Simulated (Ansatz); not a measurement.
The calculation used DFT, BLYP, plane waves (420 eV) with PAW, scalar-relativistic in Ansatz 0.2.0. The PAW files were generated under PBE, with cores re-solved for the functional.

An element in the fcc structure gives this curve. The cell is scaled uniformly from the relaxed one, with fractional coordinates and shape fixed. Energies are extrapolated to zero smearing, pressures are those at the given smearing. Magnetic state: spin not included.

| V (Å³/atom) | E − E₀ (meV/atom) | P (GPa) |
| --- | --- | --- |
| 35.230 | 46.3 | 3.66 |
| 36.831 | 18.3 | 2.21 |
| 38.433 | 3.5 | 0.99 |
| 40.034 | 0.2 | -0.06 |
| 41.635 | 6.5 | -0.96 |
| 43.237 | 21.2 | -1.74 |
| 44.838 | 43.1 | -2.40 |

(1) Which element is it?
A. thallium
B. ytterbium
C. sodium
D. lanthanum

## Answers

(1) D. Its fit is V₀ = 39.75 Å³/atom, B₀ = 25 GPa, B₀′ = 2.9.
